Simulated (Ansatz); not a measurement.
Ge:

```xyz
2
Lattice="-2.4959 2.6509 1.4369 2.4959 -2.6509 1.4369 2.4959 2.6509 -1.4369" Properties=species:S:1:pos:R:3 pbc="T T T"
Ge    0.0000    1.3254    0.1841
Ge    2.4959    1.3254    1.2529
```

This isn't the form of Ge at room conditions, which is diamond.

Base run:

| Quantity | Value |
| --- | --- |
| Program | Ansatz 0.2.0 |
| Functional | LDA |
| Potentials or basis | Ansatz PAW |
| Cutoff | 420 eV (not typed: the program's choice for these potentials) |
| k mesh | 11 × 11 × 11 |
| Occupations | fermi-dirac, width 0.05 eV |
| Spin | no spin polarisation |

Its results: band gap on the k mesh none (metal or under the smearing width); pressure -4.2 GPa; largest force 0.069 eV/Å.

**Question.** The run is repeated on the same cell with these changes: functional from LDA to r2SCAN; cutoff from 420 eV (not typed: the program's choice for these potentials) to 500 eV (not typed: the program's choice for these potentials). What comes out?

**Answer.** Band gap on the k mesh none (metal or under the smearing width); pressure -1.3 GPa; largest force 0.094 eV/Å.

Caveats: the PAW data sets come from PBE, with cores solved anew for the run's functional, which leaves a small shift of forces and pressure.
